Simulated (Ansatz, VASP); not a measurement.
# Ga3As2P in two plane-wave programs, part 2 of 2

One calculation is typed for both programs; each brings its own data sets. How far apart do they land? The cell is taken from a series of runs on this material, whose earlier steps may have relaxed, scaled, displaced or heated it; both programs get it as it stands.

VASP 6.6.1 and Ansatz 0.2.0.

So far. Step 2 (VASP: single point, PBEsol, spin-orbit coupling): The run ends at a pressure of -0.10 GPa, with forces up to 0.015 eV/Å.

### 3. Ansatz: single point, PBEsol, spin-orbit coupling

Level of this step: Ansatz beside VASP: Kohn-Sham DFT, plane waves, PBEsol, spin-orbit coupling (Ansatz).

Ansatz runs on its PAW fully relativistic soft_1 files.

The same cell, functional, mesh and smearing now go to Ansatz, which takes its cutoff from its data sets.

The input, input.yaml:

```yaml
crystal:
  lattice:
    - [3.9526667531, 0.0, 0.0]
    - [0.0, 3.9526667531, 0.0]
    - [0.0, 0.0, 16.7187632196]
  atoms:
    - { symbol: Ga, position: [0.0, 0.0, 0.0395351084] }
    - { symbol: As, position: [0.5, 0.0, 0.1249220021] }
    - { symbol: Ga, position: [0.5, 0.5, 0.2101910291] }
    - { symbol: As, position: [0.0, 0.5, 0.2956087313] }
    - { symbol: Ga, position: [0.0, 0.0, 0.381024283] }
    - { symbol: As, position: [0.5, 0.0, 0.4664398346] }
    - { symbol: Ga, position: [0.5, 0.5, 0.5518575369] }
    - { symbol: As, position: [0.0, 0.5, 0.6371265638] }
    - { symbol: Ga, position: [0.0, 0.0, 0.7225134575] }
    - { symbol: P, position: [0.5, 0.0, 0.8017342396] }
    - { symbol: Ga, position: [0.5, 0.5, 0.881024283] }
    - { symbol: P, position: [0.0, 0.5, 0.9603143264] }
kpoints:
  mp_grid: { grid: [6, 6, 2] }
  band_path:
    path:
      - [0.0, 0.0, 0.0]
      - [0.0, 0.5, 0.0]
      - [0.5, 0.5, 0.0]
      - [0.0, 0.0, 0.5]
      - [0.0, 0.5, 0.5]
      - [0.5, 0.5, 0.5]
    npoints: 1
hamiltonian:
  xc: pbesol
  pseudopotentials: { kind: paw_fr, azcp: { folder: soft_1 }, xc_functional: pbe }
scf:
  occupations: { method: fermi_dirac, width: 0.02 }
  n_extra_bands: 16
magnetization:
  noncollinear: true
  spin_orbit: true
output:
  eigenvalues: true
```

On the command line:

```sh
$ ansatz run input.yaml --threads 2 --pin off --max-ram 73728MiB --backend cuda --events-out ev --progress --plain --runs-dir out --devices 1 --max-vram 13GiB
```

Numbers of over 12 decimals in the logs are rounded to 6 here.

The program printed:

```text
scf.n_extra_bands = 16 over 148 filled bands (N_el = 148.0): the run solves 164 bands
GPUs: using 1 of 1 available (devices: 1).
Engine: ansatz 0.2.0, x86_64-unknown-linux-gnu
Pseudopotentials: kind: paw_fr
Pseudopotential: Ga, paw, valence charge 13, recommended cutoff 420 eV (normal), soft_1/Ga.paw.azcp
Pseudopotential: As, paw, valence charge 15, recommended cutoff 420 eV (normal), soft_1/As.paw.azcp
Pseudopotential: P, paw, valence charge 5, recommended cutoff 420 eV (normal), soft_1/P.paw.azcp
Functional definition: PBEsol
  exchange = pbesol_x
  correlation = pbesol_c
non-collinear run that drives no moment, with spin-orbit: no starting moment large enough to seed its density (crystal.atoms[].spin), no starting occupations that ask for one, no magnetisation constraint and no magnetic field, so the semilocal B_xc is pinned to zero
device memory: the entry about to start is reckoned to put 6.4 GiB on a device that reports 48.2 GiB free (of which the cap on the GPU budget leaves the run 13.0 GiB)
GPU FFT provider: cuFFT
GPU libraries: cuBLAS 13.8.2, cuFFT 12.4.0, cuSOLVER 12.3.4
Crystal: 12 atoms, lattice volume = 261.207 Å³
Basis set: ecut = 420 eV, 5143 PW (Γ)
Bands: 164, of which v1, the nominal top of the filled ones, is band 148 counted from 1 (147 counted from 0)
Symmetry: 8 space group operations + 8 with time reversal
Magnetic group: BNS 115.284 (UNI 944), of the structure as read, at distance tolerance 6.4e-5 Å
k-points: 20 of 72
Projection manifold: j_resolved (fully-relativistic pseudo-atomic orbitals)
Non-local potential: Ga, projectors of the file, resolved by j, l = 0: 2, l = 1: 4, l = 2: 6, l = 3: 2
Non-local potential: As, projectors of the file, resolved by j, l = 0: 2, l = 1: 4, l = 2: 6, l = 3: 2
Non-local potential: P, projectors of the file, resolved by j, l = 0: 2, l = 1: 4, l = 2: 2
PAW form: soft (Blöchl's): semilocal exchange-correlation on the pseudo side does not see the compensation charge
PAW frozen core: Ga, regenerated for the run's functional, and the local potential with it (the file was generated under x = pbe(κ = 0.804, μ = 0.219515), c = pbe(β = 0.066725))
PAW frozen core: As, regenerated for the run's functional, and the local potential with it (the file was generated under x = pbe(κ = 0.804, μ = 0.219515), c = pbe(β = 0.066725))
PAW frozen core: P, regenerated for the run's functional, and the local potential with it (the file was generated under x = pbe(κ = 0.804, μ = 0.219515), c = pbe(β = 0.066725))
PAW one-centre angular grid: Ga, 590 points (default); XC on 64 Gauss nodes
PAW one-centre angular grid: As, 590 points (default); XC on 96 Gauss nodes
PAW one-centre angular grid: P, 110 points (default); XC on 64 Gauss nodes
Initial density: superposition of atomic densities (chi_scale 0.1, normalization cell, long waves kept (reshape's long-wave potential 0.59 eV rms))
Initial wavefunctions: pseudopotential atomic-orbital guess
GPU buffer pool allocated for 87480 grid points (all kernels)
GPU transforms: local potential and band sums: pruned to the plane-wave sphere, on 27×27×120
Functional: x = pbesol(κ = 0.804, μ = 0.123457), c = pbesol(β = 0.046)
SCF iter   1: F=—  HF=-43197.573475 eV  |F-HF|=—  |Δ(HF+E_count)|=         —  Δρ=4.44e-2  dr2=6.24e0  dr2_m=0.00e0 (ungated)  ethr=3.10e-3  |M|=0.00e0 ∫|m|=0.00e0 μB  |m|>n=0.0e0 m-floor=0.0e0 τ_xc=0.0e0  β_m=0.30  ⟨swp⟩=6.8  Hψ=15887  notcnv=0  defer=4
preconditioner: auto → Resta (q_TF=auto, 2.482 Å⁻¹)  ε∞=4.2  [insulator: Δε(μ)=0.207 eV  Ē_g=13.287 eV  σ=0.020 eV  W_gap=0.99  n_scr=76 (ndim 8)  ℏωp=23.9 eV  f_vac=0.000  D(μ)=0.02/eV (n_scr^D=0)  ε∞_Penn≈4.2]
spin=Noncollinear: Resta preconditioning applied to the charge; magnetization (m_x, m_y, m_z) channels mix plain (no charge-response kernel on spin).
SCF iter   2: F=—  HF=-43196.892711 eV  |F-HF|=—  |Δ(HF+E_count)|=   6.81e-1  Δρ=3.24e-2  dr2=2.11e0  dr2_m=0.00e0 (ungated)  ethr=3.10e-3  |M|=0.00e0 ∫|m|=0.00e0 μB  |m|>n=0.0e0 m-floor=0.0e0 τ_xc=0.0e0  β_m=0.57  ⟨swp⟩=2.0  Hψ=4083  notcnv=0  defer=145
SCF iter   3: F=—  HF=-43196.467735 eV  |F-HF|=—  |Δ(HF+E_count)|=   4.25e-1  Δρ=9.42e-3  dr2=2.54e-1  dr2_m=0.00e0 (ungated)  ethr=1.42e-3  |M|=0.00e0 ∫|m|=0.00e0 μB  |m|>n=0.0e0 m-floor=0.0e0 τ_xc=0.0e0  β_m=0.66  ⟨swp⟩=2.2  Hψ=3900  notcnv=0  defer=166
SCF iter   4: F=—  HF=-43196.421901 eV  |F-HF|=—  |Δ(HF+E_count)|=   4.58e-2  Δρ=2.28e-3  dr2=1.38e-2  dr2_m=0.00e0 (ungated)  ethr=1.72e-4  |M|=0.00e0 ∫|m|=0.00e0 μB  |m|>n=0.0e0 m-floor=0.0e0 τ_xc=0.0e0  β_m=0.68  ⟨swp⟩=3.1  Hψ=5592  notcnv=0  defer=178
SCF iter   5: F=—  HF=-43196.424111 eV  |F-HF|=—  |Δ(HF+E_count)|=   2.21e-3  Δρ=1.08e-3  dr2=3.88e-3  dr2_m=0.00e0 (ungated)  ethr=9.34e-6  |M|=0.00e0 ∫|m|=0.00e0 μB  |m|>n=0.0e0 m-floor=0.0e0 τ_xc=0.0e0  β_m=0.72  ⟨swp⟩=2.3  Hψ=6415  notcnv=0  defer=170
[...]
SCF iter  11: F=-43196.426210 eV  HF=-43196.426210 eV  |F-HF|=3.22e-9  |Δ(HF+E_count)|=   4.95e-8  Δρ=1.77e-6  dr2=6.41e-9  dr2_m=0.00e0 (ungated)  ethr=4.81e-11  |M|=0.00e0 ∫|m|=0.00e0 μB  |m|>n=0.0e0 m-floor=0.0e0 τ_xc=0.0e0  ⟨swp⟩=3.1  Hψ=8976  notcnv=0
SCF 1 converged in 11 iterations: F = -43196.426210 eV  dr2 = 6.41e-9
  greatest PAW one-centre occupation: 0.999 electrons in one spin orbital (limit 2), on the As atom at site 5 (counted from 0), in its partial waves of l = 2
device memory: the entry about to start is reckoned to put 3.5 GiB on a device that reports 37.6 GiB free (of which the cap on the GPU budget leaves the run 13.0 GiB)
NSCF: frozen V_eff on 6 k-points
SCF converged after 11 iterations
Magnetization: |M| = 0.0000 μB,  M = (+0.0000, +0.0000, +0.0000) μB
Absolute magnetization: 0.0000 μB (∫|m|)
  site 0: m = (+0.0000, +0.0000, +0.0000) μB, |m| = 0.0000 μB  (R = 0.98 Å)
  site 1: m = (+0.0000, +0.0000, +0.0000) μB, |m| = 0.0000 μB  (R = 1.01 Å)
  site 2: m = (+0.0000, +0.0000, +0.0000) μB, |m| = 0.0000 μB  (R = 1.01 Å)
  site 3: m = (+0.0000, +0.0000, +0.0000) μB, |m| = 0.0000 μB  (R = 1.01 Å)
  site 4: m = (+0.0000, +0.0000, +0.0000) μB, |m| = 0.0000 μB  (R = 1.01 Å)
  site 5: m = (+0.0000, +0.0000, +0.0000) μB, |m| = 0.0000 μB  (R = 1.01 Å)
  site 6: m = (+0.0000, +0.0000, +0.0000) μB, |m| = 0.0000 μB  (R = 1.01 Å)
  site 7: m = (+0.0000, +0.0000, +0.0000) μB, |m| = 0.0000 μB  (R = 1.01 Å)
  site 8: m = (+0.0000, +0.0000, +0.0000) μB, |m| = 0.0000 μB  (R = 0.98 Å)
  site 9: m = (+0.0000, +0.0000, +0.0000) μB, |m| = 0.0000 μB  (R = 0.98 Å)
  site 10: m = (+0.0000, +0.0000, +0.0000) μB, |m| = 0.0000 μB  (R = 0.98 Å)
  site 11: m = (+0.0000, +0.0000, +0.0000) μB, |m| = 0.0000 μB  (R = 0.98 Å)
Free energy (F): -43196.426210 eV
Harris-Foulkes:  -43196.426210 eV  (|F-HF|=3.22e-9)
Internal energy: -43196.426210 eV  (E = F + TS)
E sigma→0 (E₀):  -43196.426210 eV
Fermi energy:    8.059539 eV
--- Per-component energies (eV) ---
  E_band       = -1415.828670
  E_kinetic    = 1200.984136
  E_local      = -20137.230685  (includes V_loc(G=0)·N_el)
  E_nonlocal   = -2052.147486
  E_hartree    = 11620.929012
  E_xc         = -801.840102
  E_vxc        = -754.242716  (∫ρ·V_xc dr)
  E_paw        = -20687.698320  (= ΣΔE_a)
  E_vpaw       = -2915.052901  (= ΣTr[D̂ρ^β])
  E_aug_tail   = -0.001228  (compensation charges beyond the density's cutoff)
  E_ewald      = -12348.587199
  E_core_change = 9.165663  (= ΣΔE_core)
  E_smearing   = -0.000000  (= −TS)
  E_closure    = 0.000000  (closes the sum)
  Σ components = -43196.426210   (vs F -43196.426210, Δ=0.00e0)
--- Band table (eV; the first three rows and the last of 20) ---
  k-point 0: bands = [... 144 lower, 7.6602, 7.6602, 7.6922, 7.6922, 8.4232, 8.4232, 8.8127, 8.8127, ... 12 higher]
  k-point 1: bands = [... 144 lower, 7.2875, 7.2875, 7.4587, 7.4587, 8.7660, 8.7660, 8.8550, 8.8550, ... 12 higher]
  k-point 2: bands = [... 144 lower, 6.8637, 6.8794, 7.5019, 7.5035, 9.1364, 9.1368, 9.5880, 9.5923, ... 12 higher]
  k-point 19: bands = [... 144 lower, 4.7133, 4.7133, 4.7258, 4.7258, 9.4222, 9.4222, 9.4478, 9.4478, ... 12 higher]
```

In the SCF lines HF is the Harris–Foulkes energy and dr2 the Hartree energy of the density residual, in eV; the loop may stop once dr2 is under the threshold and the program's other checks hold. Hψ counts applications of the Hamiltonian.

### 4. Differences

Known differences besides the potentials themselves: spin-orbit coupling enters by fully relativistic files in Ansatz and inside the spheres in VASP; the data sets hold 148 valence electrons in Ansatz (on its PAW fully relativistic soft_1 files) and 108 in VASP; the cutoff is 420 eV in Ansatz and 400 eV in VASP; Ansatz makes its cores anew for this functional, VASP keeps those of its PBE data sets. Total energies have different zeros and are not compared.

Both answers:

```
              quantity  Ansatz   VASP  difference
gap on the k mesh (eV)   0.731  0.740      -0.009
```

A gap on the mesh is an upper bound, since the band edges may lie between its points.

### 5. What came out

| Quantity | Value |
| --- | --- |
| difference in gap on the k mesh (single point, PBEsol, spin-orbit coupling) | -0.0091 eV |

The difference in gap on the k mesh is -0.0091 eV (single point, PBEsol, spin-orbit coupling), within the 0.08 eV picked in this series as the mark of a large difference. The data sets hold unlike numbers of valence electrons (148 in Ansatz and 108 in VASP), so part of the differences comes from the potentials. Such differences can come from data sets, numerical settings and the points named under the comparisons, not from the functional's error against experiment.

[Lines on the potential files, build, host, timing and source positions are cut from VASP's logs without a mark.]

[Logs are printed without paths, hosts, clocks, repeated set-up lines and the standing remarks that a program may print on its own settings, such as how far it seeks lower states.]

[Hosts, paths, dates, database ids (printed as entryN), source tags and the programs' standing remarks are cut or masked in the printed files.]
